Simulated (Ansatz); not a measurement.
# Pb (C2/m) in Ansatz: equation of state

Aim: energy against volume of Pb in PBE, for its equilibrium volume and stiffness.

Everything below comes from runs of Ansatz 0.2.0. Logs are shortened: lines on timing, memory, paths and dates and some standing lists are left out, and cuts for length are marked.

## (1) The crystal as given

The structure is monoclinic, space group C2/m (No. 12). Conventional cell: a = 6.077 Å, b = 3.501 Å, c = 6.452 Å, α = 90.00°, β = 109.14°, γ = 90.00°. Around Pb (site symmetry m) lie 10 Pb at 3.34 to 3.51 Å.

This isn't the form of Pb at room conditions, which is fcc.

## (2) Single point, PBE, 30.47 Å³/atom (volume scaled by 0.94)

Contents of input.yaml:

```yaml
crystal:
  lattice:
    - [2.9765770244, -1.7145891186, 0.0]
    - [2.9765770244, 1.7145891186, 0.0]
    - [-2.0722778132, 0.0, 5.9707976096]
  atoms:
    - { symbol: Pb, position: [0.90850841, 0.90850841, 0.7262922] }
    - { symbol: Pb, position: [0.09149159, 0.09149159, 0.2737078] }
hamiltonian:
  xc: pbe
  pseudopotentials: { kind: paw }
kpoints:
  mp_grid: { grid: [9, 9, 5] }
scf:
  occupations: { method: fermi_dirac, width: 0.05 }
output:
  forces: true
  stress: true
  eigenvalues: true
```

Potentials or basis: Ansatz PAW.

Started as:

```console
ansatz run input.yaml --threads 2 --pin off --max-ram 5120MiB --backend cpu --events-out ev --progress --plain --runs-dir out
```

The log of the run:

```text
Warning: RAYON_NUM_THREADS=2 ignored (pool sized by the plan → 2); use --threads N
Engine: ansatz 0.2.0, aarch64-unknown-linux-gnu
Pseudopotentials: kind: paw
Pseudopotential: Pb, paw, valence charge 14, recommended cutoff 420 eV (normal), Pb.paw.azcp
Functional definition: PBE
  parameter kappa = 0.804
  parameter beta = 0.06672455060314922
  exchange = pbe_x(kappa = kappa, mu = beta*pi^2/3)
  correlation = pbe_c(beta = beta)
Crystal: 2 atoms, lattice volume = 60.945 Å³
Basis set: ecut = 420 eV, 1195 PW (Γ), exchange–correlation on 48×48×90 points (8 copies of the dense FFT grid, shifted against one another)
Bands: 18, of which v1, the nominal top of the filled ones, is band 14 counted from 1 (13 counted from 0)
Symmetry: 4 space group operations
Space group: C2/m (ITA 12), of the structure as read, at distance tolerance 3.9e-5 Å
k-points: 115 of 405
Non-local potential: Pb, projectors of the file, l = 0: 2, l = 1: 2, l = 2: 2, l = 3: 2
PAW form: soft (Blöchl's): semilocal exchange-correlation on the pseudo side does not see the compensation charge
PAW one-centre angular grid: Pb, 590 points (default); XC on 64 Gauss nodes
Initial density: superposition of atomic densities (neutral atoms: chi_scale 0, normalization atom), corrected by the library's trained network
Initial wavefunctions: pseudopotential atomic-orbital guess
Functional: x = pbe(κ = 0.804, μ = 0.2195149727645171), c = pbe(β = 0.06672455060314922)
SCF iter   1: F=—  HF=-23812.661615 eV  |F-HF|=—  |Δ(HF+E_count)|=         —  Δρ=8.82e-4  dr2=5.38e-4  ethr=1.77e-3  ⟨swp⟩=6.3  Hψ=10384  notcnv=0
preconditioner: auto → Kerker (q_TF=auto, 2.397 Å⁻¹)  [metal: Δε(μ)=0.006 eV  Ē_g=16.976 eV  σ=0.050 eV  W_gap=0.03  n_scr=16 (ndim 8)  ℏωp=25.2 eV  f_vac=0.000  D(μ)=0.92/eV (n_scr^D=2)]
SCF iter   2: F=—  HF=-23812.659765 eV  |F-HF|=—  |Δ(HF+E_count)|=   1.85e-3  Δρ=6.37e-4  dr2=3.11e-4  ethr=1.92e-6  ⟨swp⟩=2.2  Hψ=4572  notcnv=0
SCF iter   3: F=—  HF=-23812.659760 eV  |F-HF|=—  |Δ(HF+E_count)|=   5.78e-6  Δρ=3.07e-4  dr2=9.77e-5  ethr=1.11e-6  ⟨swp⟩=1.0  Hψ=2052  notcnv=0
SCF iter   4: F=—  HF=-23812.659749 eV  |F-HF|=—  |Δ(HF+E_count)|=   1.05e-5  Δρ=9.91e-5  dr2=4.54e-6  ethr=3.49e-7  ⟨swp⟩=2.7  Hψ=3372  notcnv=0
SCF iter   5: F=—  HF=-23812.659749 eV  |F-HF|=—  |Δ(HF+E_count)|=   4.68e-7  Δρ=2.11e-5  dr2=2.47e-7  ethr=1.62e-8  ⟨swp⟩=2.6  Hψ=3670  notcnv=0
SCF iter   6: F=-23812.659749 eV  HF=-23812.659749 eV  |F-HF|=1.17e-9  |Δ(HF+E_count)|=   2.69e-8  Δρ=4.29e-6  dr2=1.88e-8  ethr=3.57e-10  ⟨swp⟩=6.3  Hψ=9397  notcnv=0
SCF 1 converged in 6 iterations: F = -23812.659749 eV  dr2 = 1.88e-8
SCF converged after 6 iterations
Free energy (F): -23812.659749 eV
Harris-Foulkes:  -23812.659749 eV  (|F-HF|=1.17e-9)
Internal energy: -23812.652316 eV  (E = F + TS)
E sigma→0 (E₀):  -23812.656032 eV
Entropy (-TS):   -0.007433 eV (-3.717 meV/atom)
Fermi energy:    10.829999 eV
--- Per-component energies (eV) ---
  E_band       = -76.776091
  E_kinetic    = 579.324753
  E_local      = -2097.555123  (includes V_loc(G=0)·N_el)
  E_nonlocal   = 699.263967
  E_hartree    = 839.167699
  E_xc         = -441.878778
  E_vxc        = -265.490465  (∫ρ·V_xc dr)
  E_paw        = -20811.831183  (= ΣΔE_a)
  E_vpaw       = -670.652331  (= ΣTr[D̂ρ^β])
  E_aug_tail   = 0.000096  (compensation charges beyond the density's cutoff)
  E_ewald      = -2579.143745
  E_smearing   = -0.007433  (= −TS)
  E_closure    = -0.000000  (closes the sum)
  Σ components = -23812.659749   (vs F -23812.659749, Δ=0.00e0)
--- Forces (eV/Å), atoms counted from 1 ---
  atom   1  Pb     0.03319005    -0.00000000     0.04850771
  atom   2  Pb    -0.03319005     0.00000000    -0.04850771
  max |Σ_I F_I| component: 6.94e-18 eV/Å
--- Stress (GPa, compression-positive) ---
        3.723909      -0.000000       0.046379
       -0.000000       3.892811      -0.000000
        0.046379      -0.000000       3.822239
  P = ⅓ Tr σ = 3.8130 GPa (38.130 kbar)
--- Band table (eV; the first three rows and the last of 115) ---
  k-point 0: bands = ["-6.3584", "-6.2174", "-6.2163", "-6.2131", "-6.2118", "-6.2045", "-6.0546", "-6.0443", "-6.0035", "-5.9937", "-1.0289", "2.3759", "6.5568", "17.4485", "17.7100", "17.7662", "17.7984", "17.9233"]
  k-point 1: bands = ["-6.3720", "-6.2247", "-6.2207", "-6.2106", "-6.2070", "-6.1859", "-6.0822", "-6.0736", "-5.9704", "-5.9624", "-0.8755", "1.7790", "7.5544", "15.4351", "17.1928", "17.2154", "18.4270", "18.5340"]
  k-point 2: bands = ["-6.3891", "-6.2253", "-6.2216", "-6.2167", "-6.2130", "-6.1587", "-6.1051", "-6.0952", "-5.9406", "-5.9315", "-0.4854", "0.8715", "9.6913", "12.5506", "16.8501", "16.8946", "18.8802", "19.0345"]
  k-point 114: bands = ["-6.3507", "-6.3095", "-6.2560", "-6.2307", "-6.1604", "-6.0427", "-6.0100", "-5.9444", "-5.9182", "-5.8677", "2.6127", "4.3502", "7.2167", "8.6341", "11.0254", "12.5074", "13.8109", "14.6357"]
```

Wall time 2.3 s (2 threads of Arm Neoverse V2, shared host); peak memory 0.38 GiB.

What came out:

| Item | Value |
| --- | --- |
| Free energy | -23812.6597 eV |
| Pressure | 3.8 GPa |
| Largest force | 0.059 eV/Å |
| Band gap on the k mesh | none (metal or under the smearing width) |

## (3) Single point, PBE, 31.12 Å³/atom (volume scaled by 0.96)

Changes to input.yaml since step 2:

```diff
@@ -2,5 +2,5 @@
   lattice:
-    - [2.9765770244, -1.7145891186, 0.0]
-    - [2.9765770244, 1.7145891186, 0.0]
-    - [-2.0722778132, 0.0, 5.9707976096]
+    - [2.997539525, -1.7266640877, 0.0]
+    - [2.997539525, 1.7266640877, 0.0]
+    - [-2.0868717998, 0.0, 6.0128468655]
   atoms:
```

Potentials or basis: Ansatz PAW.

Started as:

```console
ansatz run input.yaml --threads 2 --pin off --max-ram 5120MiB --backend cpu --events-out ev --progress --plain --runs-dir out
```

It took 2.5 s on 2 threads of Arm Neoverse V2, shared host; peak memory 0.37 GiB.

It converged, with:

```
Free energy            : -23812.6860 eV
Pressure               : 2.7 GPa
Largest force          : 0.032 eV/Å
Band gap on the k mesh : none (metal or under the smearing width)
```

## (4) Single point, PBE, 31.77 Å³/atom (volume scaled by 0.98)

Changes to input.yaml since step 3:

```diff
@@ -2,5 +2,5 @@
   lattice:
-    - [2.997539525, -1.7266640877, 0.0]
-    - [2.997539525, 1.7266640877, 0.0]
-    - [-2.0868717998, 0.0, 6.0128468655]
+    - [3.0182128647, -1.7385724922, 0.0]
+    - [3.0182128647, 1.7385724922, 0.0]
+    - [-2.1012644739, 0.0, 6.0543160853]
   atoms:
@@ -19 +19,5 @@
   eigenvalues: true
+  write_density: true
+  write_potential: true
+  elf: true
+  volumetric_format: npy
```

Started as:

```console
ansatz run input.yaml --threads 2 --pin off --max-ram 5120MiB --backend cpu --events-out ev --progress --plain --runs-dir out
```

Wall time 3.3 s (2 threads of Arm Neoverse V2, shared host); peak memory 0.39 GiB.

The run converged. Its results:

```yaml
Free_energy: -23812.7037 eV
Pressure: 1.7 GPa
Largest_force: 0.047 eV/Å
Band_gap_on_the_k_mesh: none (metal or under the smearing width)
```

## (5) Single point, PBE, 32.42 Å³/atom

Changes to input.yaml since step 4:

```diff
@@ -2,5 +2,5 @@
   lattice:
-    - [3.0182128647, -1.7385724922, 0.0]
-    - [3.0182128647, 1.7385724922, 0.0]
-    - [-2.1012644739, 0.0, 6.0543160853]
+    - [3.0386068135, -1.75031996, 0.0]
+    - [3.0386068135, 1.75031996, 0.0]
+    - [-2.1154626375, 0.0, 6.0952248674]
   atoms:
```

Potentials or basis: Ansatz PAW.

Started as:

```console
ansatz run input.yaml --threads 2 --pin off --max-ram 5120MiB --backend cpu --events-out ev --progress --plain --runs-dir out
```

The log of the run:

```text
Warning: RAYON_NUM_THREADS=2 ignored (pool sized by the plan → 2); use --threads N
Engine: ansatz 0.2.0, aarch64-unknown-linux-gnu
Pseudopotentials: kind: paw
Pseudopotential: Pb, paw, valence charge 14, recommended cutoff 420 eV (normal), Pb.paw.azcp
Functional definition: PBE
  parameter kappa = 0.804
  parameter beta = 0.06672455060314922
  exchange = pbe_x(kappa = kappa, mu = beta*pi^2/3)
  correlation = pbe_c(beta = beta)
Crystal: 2 atoms, lattice volume = 64.835 Å³
Basis set: ecut = 420 eV, 1265 PW (Γ), exchange–correlation on 48×48×90 points (8 copies of the dense FFT grid, shifted against one another)
Bands: 18, of which v1, the nominal top of the filled ones, is band 14 counted from 1 (13 counted from 0)
Symmetry: 4 space group operations
[... 31 lines left out ...]
  E_vxc        = -264.372903  (∫ρ·V_xc dr)
  E_paw        = -20811.549893  (= ΣΔE_a)
  E_vpaw       = -670.186354  (= ΣTr[D̂ρ^β])
  E_aug_tail   = 0.000098  (compensation charges beyond the density's cutoff)
  E_ewald      = -2526.493385
  E_smearing   = -0.008038  (= −TS)
  E_closure    = 0.000000  (closes the sum)
  Σ components = -23812.713770   (vs F -23812.713770, Δ=0.00e0)
--- Forces (eV/Å), atoms counted from 1 ---
  atom   1  Pb     0.02859394     0.00000000    -0.07387860
  atom   2  Pb    -0.02859394     0.00000000     0.07387860
  max |Σ_I F_I| component: 1.39e-17 eV/Å
--- Stress (GPa, compression-positive) ---
        0.815263       0.000000       0.005254
        0.000000       0.845866       0.000000
        0.005254       0.000000       0.763053
  P = ⅓ Tr σ = 0.8081 GPa (8.081 kbar)
--- Band table (eV; the first three rows and the last of 115) ---
  k-point 0: bands = ["-7.1791", "-7.0608", "-7.0606", "-7.0580", "-7.0569", "-7.0413", "-6.9263", "-6.9177", "-6.8828", "-6.8743", "-1.5036", "1.5786", "5.9712", "16.1779", "16.3787", "16.4314", "16.4805", "16.5951"]
  k-point 1: bands = ["-7.1884", "-7.0675", "-7.0642", "-7.0561", "-7.0530", "-7.0278", "-6.9493", "-6.9419", "-6.8554", "-6.8485", "-1.3598", "1.0663", "6.8662", "14.2778", "15.9142", "15.9364", "17.0472", "17.1450"]
  k-point 2: bands = ["-7.2007", "-7.0680", "-7.0649", "-7.0611", "-7.0580", "-7.0083", "-6.9685", "-6.9601", "-6.8306", "-6.8227", "-0.9959", "0.2543", "8.8514", "11.5398", "15.6012", "15.6429", "17.4632", "17.6025"]
  k-point 114: bands = ["-7.1691", "-7.1326", "-7.0920", "-7.0658", "-7.0131", "-6.9144", "-6.8877", "-6.8333", "-6.8116", "-6.7686", "1.7962", "3.3996", "6.5434", "7.8887", "10.1616", "11.5633", "12.7882", "13.6520"]
```

rho_z.tsv:

```text
# z_ang	rho[e/angstrom^3]
# format = ansatz-planar-average/11
# lattice	3.038606813	-1.750319960	0.000000000
# lattice	3.038606813	1.750319960	0.000000000
# lattice	-2.115462637	0.000000000	6.095224867
# sites	2
# site	82	3.984755676	0.000000000	4.426914278
# site	82	-0.023004687	0.000000000	1.668310589
0.000000	6.040966e-2
0.143375	6.307916e-2
0.286751	7.158287e-2
0.430126	8.747891e-2
0.573502	1.138699e-1
0.716877	1.555951e-1
[... 37 lines left out ...]
6.165144	7.158287e-2
6.308519	6.307916e-2
```

v_z.tsv:

```text
# z_ang	v_es[eV]	v_tot[eV]
# format = ansatz-planar-average/11
# xc	pbe
# density_cutoff_ev	1680
# datasets	Pb=:simpson_from_first_knot:soft
# lattice	3.038606813	-1.750319960	0.000000000
# lattice	3.038606813	1.750319960	0.000000000
# lattice	-2.115462637	0.000000000	6.095224867
# sites	2
# site	82	3.984755676	0.000000000	4.426914278
# site	82	-0.023004687	0.000000000	1.668310589
0.000000	1.245135e1	5.980728e0
0.143375	1.234848e1	5.897360e0
0.286751	1.203798e1	5.494048e0
0.430126	1.149156e1	4.620264e0
0.573502	1.068493e1	3.295075e0
0.716877	9.280359e0	1.214368e0
[... 37 lines left out ...]
6.165144	1.203798e1	5.494048e0
6.308519	1.234848e1	5.897360e0
```

Run time: 3.7 s. Hardware: 2 threads of Arm Neoverse V2, shared host; peak memory 0.39 GiB.

What came out:

```
Free energy            : -23812.7138 eV
Pressure               : 0.8 GPa
Largest force          : 0.079 eV/Å
Band gap on the k mesh : none (metal or under the smearing width)
```

## (6) Single point, PBE, 33.07 Å³/atom (volume scaled by 1.02)

Contents of input.yaml:

```yaml
crystal:
  lattice:
    - [3.0587306239, -1.7619118207, 0.0]
    - [3.0587306239, 1.7619118207, 0.0]
    - [-2.1294727321, 0.0, 6.1355917714]
  atoms:
    - { symbol: Pb, position: [0.90850841, 0.90850841, 0.7262922] }
    - { symbol: Pb, position: [0.09149159, 0.09149159, 0.2737078] }
hamiltonian:
  xc: pbe
  pseudopotentials: { kind: paw }
kpoints:
  mp_grid: { grid: [9, 9, 5] }
scf:
  occupations: { method: fermi_dirac, width: 0.05 }
output:
  forces: true
  stress: true
  eigenvalues: true
```

Potentials or basis: Ansatz PAW.

Started as:

```console
ansatz run input.yaml --threads 2 --pin off --max-ram 5120MiB --backend cpu --events-out ev --progress --plain --runs-dir out
```

Wall time 2.6 s (2 threads of Arm Neoverse V2, shared host); peak memory 0.39 GiB.

Results (log left out):

```
Free energy            : -23812.7170 eV
Pressure               : 0.0 GPa
Largest force          : 0.112 eV/Å
Band gap on the k mesh : none (metal or under the smearing width)
```

## (7) Single point, PBE, 33.71 Å³/atom (volume scaled by 1.04)

Changes to input.yaml since step 6:

```diff
@@ -2,5 +2,5 @@
   lattice:
-    - [3.0587306239, -1.7619118207, 0.0]
-    - [3.0587306239, 1.7619118207, 0.0]
-    - [-2.1294727321, 0.0, 6.1355917714]
+    - [3.0785930676, -1.7733531272, 0.0]
+    - [3.0785930676, 1.7733531272, 0.0]
+    - [-2.1433008646, 0.0, 6.1754343928]
   atoms:
@@ -19 +19,5 @@
   eigenvalues: true
+  write_density: true
+  write_potential: true
+  elf: true
+  volumetric_format: npy
```

Started as:

```console
ansatz run input.yaml --threads 2 --pin off --max-ram 5120MiB --backend cpu --events-out ev --progress --plain --runs-dir out
```

Run time: 3.8 s. Hardware: 2 threads of Arm Neoverse V2, shared host; peak memory 0.39 GiB.

Results (log left out):

```
Free energy            : -23812.7142 eV
Pressure               : -0.7 GPa
Largest force          : 0.142 eV/Å
Band gap on the k mesh : none (metal or under the smearing width)
```

## (8) Single point, PBE, 34.36 Å³/atom (volume scaled by 1.06)

Contents of input.yaml:

```yaml
crystal:
  lattice:
    - [3.0982024693, -1.7846486746, 0.0]
    - [3.0982024693, 1.7846486746, 0.0]
    - [-2.1569528306, 0.0, 6.2147694303]
  atoms:
    - { symbol: Pb, position: [0.90850841, 0.90850841, 0.7262922] }
    - { symbol: Pb, position: [0.09149159, 0.09149159, 0.2737078] }
hamiltonian:
  xc: pbe
  pseudopotentials: { kind: paw }
kpoints:
  mp_grid: { grid: [9, 9, 5] }
scf:
  occupations: { method: fermi_dirac, width: 0.05 }
output:
  forces: true
  stress: true
  eigenvalues: true
```

Started as:

```console
ansatz run input.yaml --threads 2 --pin off --max-ram 5120MiB --backend cpu --events-out ev --progress --plain --runs-dir out
```

It took 2.7 s on 2 threads of Arm Neoverse V2, shared host; peak memory 0.39 GiB.

It converged, with:

```
Free energy            : -23812.7060 eV
Pressure               : -1.3 GPa
Largest force          : 0.170 eV/Å
Band gap on the k mesh : none (metal or under the smearing width)
```

## (9) Equation of state, PBE

Potentials or basis: Ansatz PAW.

No new run: the results of the series are fitted here.

What came out:

```
Equilibrium volume                        : 33.08 Å³/atom
Bulk modulus at fixed shape and positions : 38 GPa
Pressure derivative of the bulk modulus   : 4.8
```

Energy against volume, from the lowest point:
```csv
volume (Å³/atom),energy (meV/atom)
30.473,28.64
31.121,15.52
31.769,6.67
32.418,1.63
33.066,0.00
33.714,1.40
34.363,5.51
```

Caveat: the cell was scaled at fixed shape and fractional positions, which overstates the stiffness of a crystal with free parameters, most of all of layers and chains. The run has no spin-orbit coupling, so splittings on Pb are missing.
